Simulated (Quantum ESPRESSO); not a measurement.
TePb in Quantum ESPRESSO: the effect of target pressure

Crystal: TePb.

```xyz
2
Lattice="0.0000 3.2310 3.2310 3.2310 0.0000 3.2310 3.2310 3.2310 0.0000" Properties=species:S:1:pos:R:3 pbc="T T T"
Pb    0.0000    0.0000    0.0000
Te    3.2310    3.2310    3.2310
```

Alike in all runs:

| Property | Result |
| --- | --- |
| Program | Quantum ESPRESSO 7.5 |
| Task | phonons |
| Functional | PBE |
| Potentials or basis | GBRV 1.5 PBE |
| Cutoff | 612 eV |
| Density cutoff | 4898 eV |
| k mesh | 6 × 6 × 6, shifted |
| Occupations | fermi-dirac, width 0.05 eV |
| Spin | no spin polarisation |

Each run relaxes the cell or the atoms first.

| target pressure | relaxed volume (Å³/atom) | dielectric constant (mean) | highest phonon frequency (cm⁻¹) |
| --- | --- | --- | --- |
| 0 GPa | ? | ? | ? |
| 5 GPa | 31.86 | 32.99 | 67 |
| 10 GPa | 29.65 | 40.53 | 89 |

Question: What does the run with target pressure 0 GPa give?

Answer: Relaxed volume 35.29 Å³/atom; dielectric constant 27.06 mean; highest phonon frequency 25 cm⁻¹.

Caveats: the cell is more than 3 GPa from zero pressure, which shifts response properties (some runs).
